**Q:** Every run here uses the same block of hexagonal cobalt. Which way does it push hardest, and why does it push at all?

GPAW 26.7.0 calculations for ferromagnetic hexagonal cobalt (2 atoms per cell, fixed geometry) with the PBE functional and collinear spins. All runs use PAW data sets from gpaw-data 1.2.1, a 600 eV plane-wave cutoff, a 12 × 12 × 7 k-point mesh and Gaussian smearing. Pressure and stress are positive in compression.

```
smearing width  pressure (GPa)  stress xx (GPa)  stress zz (GPa)
      0.011 eV           4.820            6.010            2.440
      0.013 eV           4.820            5.990            2.460
      0.014 eV           4.810            5.990            2.470
      0.016 eV           4.810            5.970            2.480
      0.018 eV           4.800            5.950            2.490
      0.019 eV           4.800            5.950            2.500
      0.021 eV           4.790            5.930            2.510
      0.022 eV           4.780            5.920            2.520
      0.024 eV           4.770            5.900            2.530
      0.026 eV           4.770            5.880            2.540
      0.027 eV           4.770            5.880            2.550
        0.1 eV           4.810            5.770            2.900
```

**A:** It pushes hardest within the close-packed layers. Stress xx acts in the layers, stress zz acts along the hexagonal axis, and a positive sign means that the cell would expand if it were released. In every row stress xx is about 2 to 2.5 times stress zz. Most of this push comes from the cell itself: its edges were held fixed and not relaxed to the size that this level of theory prefers. What smearing changes across the whole table is much smaller, less than half a GPa in either stress.

**Q:** The narrowest and the widest smearing give practically the same pressure. Then the choice of smearing doesn't matter?

**A:** It does matter, because the equal pressures hide two opposite changes. The pressure is the mean of the three stresses, with the in-plane value counted twice. Over the whole range of smearing width, stress xx falls while stress zz rises, and the difference between them shrinks from 3.57 to 2.87 GPa. The pressure itself falls by about 0.05 GPa up to 0.027 eV and has recovered nearly all of it at 0.1 eV. There is no run between these two widths, so the lowest pressure can't be located.

**Q:** What does smearing do to the electrons, and why is the energy so much steadier than the stress?

**A:** In a metal, electrons fill levels up to the Fermi level. Smearing replaces the sharp edge between full and empty levels by a gradual one, of width $s$. If $D$ levels per eV lie evenly around the edge, a Gaussian edge raises the energy by $Ds^2/4$ and adds an entropy term of $-Ds^2/2$. The free energy is therefore too low by $Ds^2/4$, and adding back half of the entropy term removes the error.

For the energy this works well. The free energy falls by 5 meV per cell from the narrowest to the widest smearing, but the corrected energy varies by only about a quarter of a meV. The stress gets no such correction. It measures how the free energy changes when the cell is strained, and a slope can shift while the energy at one fixed shape hardly moves. The last change in stress zz, 0.35 GPa, corresponds to less than half a meV per cell for a strain of one percent.

**Q:** Can you predict how far the pressure should move?

**A:** For an even spread of levels, yes. When a metal expands, its d bands become narrower and their levels crowd together. A standard scaling rule makes $D$ grow as $V^{5/3}$, where $V$ is the cell volume. Since pressure is minus the volume derivative of the free energy, smearing should raise it by

$$\Delta p=\frac{1}{4}\frac{dD}{dV}\,\Delta(s^2)=\frac{5D}{12V}\,\Delta(s^2).$$

Take the step from 0.027 to 0.1 eV. The entropy term at 0.1 eV gives $D=1.94$ levels per eV and cell, the volume is $2\times10.64=21.28$ Å³, and $s^2$ grows by $0.1^2-0.027^2=0.00927$ eV². The result is $3.5\times10^{-4}$ eV/Å³, or about 0.06 GPa, close to the computed rise of 0.05 GPa.

The same formula fails for the narrow widths. From 0.011 to 0.027 eV it predicts a rise of 0.004 GPa, whereas the pressure falls by more than ten times that amount. From 0.011 to 0.1 eV it again predicts a rise of about 0.06 GPa, yet the pressure ends almost where it began. On its own the formula is therefore incomplete: a second effect, which it leaves out, acts at the narrow widths. Besides, the formula treats only the volume and can't explain why the two stresses move in opposite directions. A law in $s^2$ fitted to stress zz in the eleven narrow rows does no better: at 0.1 eV, a row outside the fit, it gives 4.1 GPa instead of 2.90, and in the narrow rows themselves stress zz rises more nearly in proportion to $s$ than to $s^2$. The printed output below gives the details.

**Q:** So what goes wrong at small widths?

**A:** A likely cause, not tested here, is that there are too few levels for the even spread that the formula assumes. The calculation samples the electron waves at $12\times12\times7=1008$ points. With the value of $D$ above, only about 20 levels on this mesh fall within one width at 0.011 eV, against about 200 at 0.1 eV. Symmetry makes up to 24 points equivalent, fewer for points on symmetry planes, so the 20 levels amount to only a few independent ones.

A small change of width then shifts electrons between a few particular levels instead of averaging over many. Such a shift costs little energy, because the levels lie within tens of meV of each other. Their responses to strain can differ by electronvolts per unit of strain (tens of meV for one percent), and one level may respond mainly to stretching in the layers, another to stretching along the axis. That would let the two stresses move apart while the energy stays still. The magnetic moment offers a clue. From 0.011 to 0.027 eV it falls together with the pressure, by about 0.007 $\mu_\mathrm{B}$ per cell, which means that a net 0.003 electrons have passed from majority to minority spin. Magnetism is expected to push a cobalt lattice outwards, so a smaller moment should lower the pressure. If the gap between the formula and the narrow rows is assigned to the moment, it amounts to about 8.5 GPa per $\mu_\mathrm{B}$. In the wide step the moment hardly changes, so the smooth term is left almost alone: the two terms together give 0.055 GPa, against the computed 0.049 GPa. This accounts for the dip and recovery of the pressure, though the slope is fitted to these rows and does not say why the moment drifts. The calculations do not identify the individual levels, so their link to the two stresses remains an argument.

**Q:** How could you test it, and would another material behave the same way?

**A:** I would repeat the series on a denser mesh. Doubling the number of points in each direction gives eight times as many levels but only halves the energy step between neighbouring points on a band, so one doubling may not be enough at 0.011 eV. If the drift at small widths shrank or changed sign from mesh to mesh, the mesh was to blame. If it kept its size over several denser meshes, cobalt itself has fine structure in its levels near the Fermi level. The present runs allow both: the level density deduced from the entropy term goes from 1.6 to 2.3 and back to 1.9 per eV as the width grows.

For another material, ask how many sampled levels lie within one smearing width. An insulator whose gap is much wider than the smearing has none at the edge, so its stress should not depend on this setting.

**Q:** Which digits may I use, then?

**A:** Use the second decimal to compare these runs, but don't take it as the accuracy of the stress. Even the apparent plateau at 4.770 GPa comes from rounding; before rounding, those three pressures are 4.775, 4.768 and 4.766 GPa. For stress zz the first decimal already depends on the smearing, and the narrowest width has not been shown to be the most accurate.

For the size of the crystal the consequence is modest. If the stiffness along the axis is a few hundred GPa, as expected for such a metal, the last change in stress zz corresponds to a strain of roughly 0.1 percent. Because the in-plane stress moves the other way, the ratio of the cell edges should shift somewhat more. That is harmless for many purposes, but it matters if you want this ratio to that precision. In that case, converge stress xx and stress zz separately, with mesh and smearing varied together, because neither a steady energy nor a steady pressure shows that they have settled.

Printed output of the fit:

```
in-plane stress, change from 0.011 to 0.027 eV, GPa: -0.13
in-plane stress, change from 0.027 to 0.1 eV, GPa: -0.11
axial stress, change from 0.011 to 0.027 eV, GPa: 0.11
axial stress, change from 0.027 to 0.1 eV, GPa: 0.35
unrounded pressure, change from 0.011 to 0.027 eV, GPa: -0.05268
unrounded pressure, change from 0.027 to 0.1 eV, GPa: 0.04871
smooth-band estimate of pressure change from 0.011 to 0.027 eV, GPa: 0.003707
smooth-band estimate of pressure change from 0.027 to 0.1 eV, GPa: 0.05652
in-plane less axial stress at 0.011 eV, GPa: 3.57
in-plane less axial stress at 0.1 eV, GPa: 2.87
level density from entropy term at 0.011 eV, states per eV and cell: 1.636
level density from entropy term at 0.027 eV, states per eV and cell: 2.329
level density from entropy term at 0.1 eV, states per eV and cell: 1.943
rough number of mesh levels within one width at 0.011 eV: 21.55
rough number of mesh levels within one width at 0.1 eV: 195.9
same at 0.011 eV in full groups of 24 equivalent points: 0.8979
same at 0.1 eV in full groups of 24 equivalent points: 8.162
free energy, change from 0.011 to 0.1 eV, meV per cell: -5
spread of the energy extrapolated to zero width, meV per cell: 0.24
energy that the last axial stress change means for 1 percent strain, meV per cell: 0.4649
rough axial strain for that stress change with recalled stiffness 350 GPa, percent: 0.1
moment, change from 0.011 to 0.027 eV, muB per cell: -0.006616
moment, change from 0.027 to 0.1 eV, muB per cell: -0.00015
fit of stress_zz on 11 rows (w < 0.05): constant 2.434 +/- 0.0043, coefficient of w2 166.1 +/- 9.9; rms 0.00581, worst 0.011 eV 0.0137, leave-one-out rms 0.00759
  rows outside the fit (model, value, miss): 0.1 eV 4.095, 2.9, 1.2
```
